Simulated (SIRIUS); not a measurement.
MgS (Niningerite): equation of state with AM05

MgS (Niningerite):

```xyz
2
Lattice="0.0000 2.6016 2.6016 2.6016 0.0000 2.6016 2.6016 2.6016 0.0000" Properties=species:S:1:pos:R:3 pbc="T T T"
S     2.6016    2.6016    2.6016
Mg    0.0000    0.0000    0.0000
```

| Quantity | Value |
| --- | --- |
| Program | SIRIUS 7.12.0 |
| Task | equation of state |
| Functional | AM05 |
| Potentials or basis | all-electron FP-LAPW |
| Cutoff | 158 eV |
| Basis | apw+lo standard |
| k mesh | 9 × 9 × 9 |
| Occupations | fermi-dirac, width 0.05 eV |
| Spin | no spin polarisation |
| Muffin tin radii | Mg 2.29, S 2.29 bohr |
| Basis cutoff (gk_cutoff) | 3.41 1/bohr |
| Cutoff of density and potential (pw_cutoff) | 20 1/bohr |
| lmax of the basis | 10 |
| lmax of density and potential | 8 |
| Valence relativity | iora |
| Core states | Mg 1s, S 1s2s |
| Local orbitals (radial functions) | Mg 12, S 11 |
| Smallest sphere radius times basis cutoff | 7.81 |

* Equilibrium volume: 17.46 Å³/atom
* Bulk modulus: 76 GPa
* Pressure derivative of the bulk modulus: 4.1 (rough: it moves with the points fitted)

Energy against volume, from the lowest point:
```
volume (Å³/atom)  energy (meV/atom)
          16.553              11.91
          16.905               4.04
          17.257               0.22
          17.609               0.00
          17.962               2.90
          18.314               8.79
          18.666              17.34
```

All runs of the series together: 3.4 min on 1 thread of Arm Neoverse V1, on a shared host.
